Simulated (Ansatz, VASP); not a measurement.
**H: VASP beside Ansatz**

```
H
1.0
    -1.25440    1.25440    1.74523
     1.25440   -1.25440    1.74523
     1.25440    1.25440   -1.74523
H
2
Cartesian
  0.0000 0.0000 3.1223
  0.0000 0.0000 0.3682
```

Alike in both runs: task single point; functional r2SCAN; k mesh 12 × 12 × 12; occupations gaussian, width 0.02 eV; no spin polarisation.

|  | VASP | Ansatz |
| --- | --- | --- |
| version | VASP 6.6.1 | Ansatz 0.2.0 |
| potentials or method | VASP PAW PBE potentials, release 64 (H) | scalar-relativistic, plane waves, PAW |
| plane-wave cutoff (eV) | 520 | 500 |
| valence electrons in the cell | 2 | 2 |

Ansatz gave:

```
gap on the k mesh at the Fermi level (eV) : 7.83
least direct gap on the mesh (eV)         : 8.30
pressure (GPa)                            : 7.9
rms of the force components (eV/Å)        : 0.000
```

**Question.** What did VASP give for the same quantities?

**Answer.** gap on the k mesh at the Fermi level (eV): 7.85; least direct gap on the mesh (eV): 8.33; pressure (GPa): 7.5; rms of the force components (eV/Å): 0.007.

Atom by atom the forces differ by 0.007 eV/Å (rms over components). With one functional, cell and mesh, what is left measures potentials, basis and numerics.

Caveats: the PAW data sets were made with another functional, which shifts forces and pressure a little (VASP). r2SCAN opens gaps a little over a GGA but as a rule still falls short of measured ones. A k mesh can miss the band edges.
